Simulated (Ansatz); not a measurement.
From formation energies to a reaction energy: SiC2

Method: DFT PBE, scalar-relativistic, plane waves, PAW (Ansatz 0.2.0). All cells share a 420 eV cutoff and Γ-centred k meshes spaced at most about 0.3 Å⁻¹ (about 0.25 or finer for metals, 2π included). No spin polarisation.

Formation energies are uncorrected and refer to the elements' standard structures at the same level.

Temperature and zero-point effects are left out. Weakly bound directions are ill-defined at this level, which has no dispersion term (SiC2 P6/mmm). The reference form of C is held partly by dispersion forces, which this level lacks.

A trial structure of SiC2 (reached from: Si and C ordered on fcc sites, changed on relaxing; relaxed: space group P6/mmm (No. 191), a = 2.471 Å, c = 9.021 Å) has a formation energy of 0.322 eV/atom. It holds Si–Si nets (shortest 2.47 Å) and C–C nets (shortest 1.43 Å). At its composition the lowest mixture among the elements and 1 reference phase computed alike (others may be missing) consists of these:

| phase | source | ΔE_f (eV/atom) |
| --- | --- | --- |
| C (solid) | element | 0.000 |
| SiC (P6_3mc) | Materials Project | -0.204 |

**Question.** Write the balanced decomposition and find its energy per atom, per formula unit and per mole of formula units.

**Answer.** Balancing Si and C gives SiC2 → C + SiC. The left side holds 3 atoms, and the products take 1/3 (C) and 2/3 (SiC) of them. The mixture therefore lies at 1/3 × (0.000) + 2/3 × (-0.204) = -0.136 eV/atom. The reaction energy is -0.136 − (0.322) = -0.458 eV/atom. Times 3 atoms that is -1.374 eV per SiC2, and times 96.485 it is -133 kJ per mole of SiC2. Decomposition is downhill, so the trial structure is unstable against this mixture.
